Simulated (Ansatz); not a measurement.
Au, DFT, PBE, all-electron PAW with datasets made for the crystal, scalar-relativistic (Ansatz 0.2.0), run on 1 thread of Arm Neoverse V1 on a shared host.

The cell is COD entry 1545302, as deposited and not checked against the literature; nothing was relaxed. The listed cell was then made from it by scaling, straining or moving an atom.

Command: `ansatz run input.yaml --threads 1 --pin off --max-ram 2048MiB --backend cpu --events-out ev --progress --plain --runs-dir out`

```yaml
crystal:
  lattice:
    - [2.8999984104, 0.0217499881, 0.0]
    - [-1.431163163, 2.5005973004, 0.0]
    - [0.0, 0.0, 4.88]
  atoms:
    - { symbol: Au, position: [0.3333333333, 0.6666666667, 0.75] }
    - { symbol: Au, position: [0.6666666667, 0.3333333333, 0.25] }
kpoints:
  mp_grid: { grid: [14, 14, 8] }
scf:
  occupations: { method: fermi_dirac, width: 0.03 }
hamiltonian:
  xc: pbe
  pseudopotentials: { kind: all_electron, datasets: crystal }
output:
  forces: true
  stress: true
  eigenvalues: true
  efg: { contact_densities: true }
```

Task: How large is the problem that the program sets up?

Result: 500 irreducible k-points, 337 plane waves at Γ, 15 bands.

Task: About how long does it take, and how much memory does it use?

Result: 53 s of wall time for 9 SCF iterations, with a peak of 0.94 GiB. Times on shared machines scatter by tens of per cent.

Task: And the same cell and mesh by LAPW (all electrons), asked for forces, stress, eigenvalues, on the same hardware?

Result: 4.7 min, peak memory 1.8 GiB.

Task: And the same cell and mesh by frozen-core PAW, asked for forces, stress, eigenvalues, efg, on the same hardware?

Result: 20 s, peak memory 0.57 GiB.
